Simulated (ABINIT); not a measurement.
InAs:

```xyz
2
Lattice="0.0000 3.0180 3.0180 3.0180 0.0000 3.0180 3.0180 3.0180 0.0000" Properties=species:S:1:pos:R:3 pbc="T T T"
In    0.0000    0.0000    0.0000
As    4.5270    4.5270    4.5270
```

Base run:

```yaml
Program: ABINIT 10.8.3 (patched build)
Functional: PBEsol
Potentials_or_basis: PseudoDojo NC SR PBEsol v0.4.1 standard
Cutoff: 1034 eV
k_mesh: 6 × 6 × 6
Occupations: fermi-dirac, width 0.05 eV
Spin: no spin polarisation
```

Its results: band gap on the k mesh none (metal or under the smearing width); pressure 1.0 GPa.

**Question.** The run is repeated on the same cell with these changes: cutoff from 1034 eV to 1143 eV. What comes out?

**Answer.** Band gap on the k mesh none (metal or under the smearing width); pressure 1.7 GPa.

Caveats: this crystal is a semiconductor, whose small gap the functional closes, so the metal is an error of the method.
